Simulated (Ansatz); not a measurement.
The system is Ni.

```
Ni
1.0
    -1.38372    1.38372    1.38372
     1.38372   -1.38372    1.38372
     1.38372    1.38372   -1.38372
Ni
1
Direct
  0.00000 0.00000 0.00000
```

This isn't the form of Ni at room conditions, which is fcc.

Base run:

```yaml
Program: Ansatz 0.2.0
Functional: PBEsol
Potentials_or_basis: Ansatz PAW
Cutoff: "420 eV (not typed: the program's choice for these potentials)"
k_mesh: 13 × 13 × 13
Occupations: fermi-dirac, width 0.05 eV
Spin: collinear spin, ferromagnetic start
Starting_moments: "[1.0] μB"
```

Its results: band gap on the k mesh none (metal or under the smearing width); pressure -2.4 GPa.

Q: The run is repeated on the same cell with these changes: spin from collinear spin, ferromagnetic start to no spin polarisation. What comes out?

A: Band gap on the k mesh none (metal or under the smearing width); pressure -4.5 GPa.

Caveats: the PAW data sets come from PBE, with cores solved anew for the run's functional, which leaves a small shift of forces and pressure.
